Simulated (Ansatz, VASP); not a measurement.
# BN: VASP beside Ansatz

```xyz
2
Lattice="2.1756 -1.2561 -0.0073 2.1756 1.2561 -0.0073 -1.4138 0.0000 4.1827" Properties=species:S:1:pos:R:3 pbc="T T T"
B     0.0000    0.0000    0.0055
N     2.9008    0.0000   -0.0041
```

The cell was built by a generator and needn't be a form met in nature.

Alike in both runs: task single point; functional PBE; k mesh 10 × 10 × 6; occupations gaussian, width 0.02 eV; no spin polarisation.

|  | VASP | Ansatz |
| --- | --- | --- |
| version | VASP 6.6.1 | Ansatz 0.2.0 |
| potentials or method | VASP PAW PBE potentials, release 64 (B, N) | scalar-relativistic, plane waves, PAW |
| plane-wave cutoff (eV) | 520 | 420 |
| valence electrons in the cell | 8 | 8 |

VASP gave:

| Property | Result |
| --- | --- |
| gap on the k mesh at the Fermi level (eV) | 4.52 |
| least direct gap on the mesh (eV) | 4.97 |

**Question.** What did Ansatz give for the same quantities?

**Answer.** gap on the k mesh at the Fermi level (eV): 4.52; least direct gap on the mesh (eV): 4.98.

With one functional, cell and mesh, what is left measures potentials, basis and numerics.

 A k mesh can miss the band edges.
